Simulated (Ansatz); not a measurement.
# Co: the cost of one run

Computed with Ansatz 0.2.0 (DFT PBE, scalar-relativistic, plane waves, PAW, unless a step's input says otherwise).

3 further runs of the same task are left out: 3 that didn't finish.

### Step 1. The system as given

Symmetry: P-3m1, No. 164, trigonal system. The conventional cell has a = 2.487 Å, b = 2.487 Å, c = 4.063 Å, α = 90.00°, β = 90.00°, γ = 120.00°. Co (site symmetry 3m) is surrounded by 12 Co at 2.42 to 2.55 Å.

Structure file:

```
CELL_PARAMETERS angstrom
2.48736 0.00000 0.00000
-1.24368 2.15412 0.00000
0.00000 0.00000 4.06329
ATOMIC_POSITIONS crystal
Co 0.66667 0.33333 0.25986
Co 0.33333 0.66667 0.74014
```

The structure comes from the Materials Project (structure only).

### Step 2. Quick check of gap, pressure and forces

The input, input.yaml:

```yaml
crystal:
  lattice:
    - [2.4873648738, 0.0, 0.0]
    - [-1.2436824369, 2.1541211692, 0.0]
    - [0.0, 0.0, 4.0632895034]
  atoms:
    - { symbol: Co, position: [0.66666667, 0.33333333, 0.259861], spin: 3.0 }
    - { symbol: Co, position: [0.33333333, 0.66666667, 0.740139], spin: 3.0 }
basis:
  ecutwfc: 420
kpoints:
  mp_grid: { grid: [12, 12, 4] }
hamiltonian:
  xc: pbe
scf:
  occupations: { method: gaussian, width: 0.1 }
  lower_state_search: "off"
output:
  forces: true
  stress: true
  eigenvalues: true
  populations: true
magnetization:
  spin_polarized: true
```

Command:

```
$ ansatz run input.yaml --threads 1 --pin off --max-ram 2560MiB --backend cpu --events-out ev --progress --plain --runs-dir out
```

**Question.** How long does this run take on 1 thread of Intel Xeon Platinum 8488C (Sapphire Rapids), shared host, and how much memory does it need?

About 4 s, with a peak of 0.37 GiB.
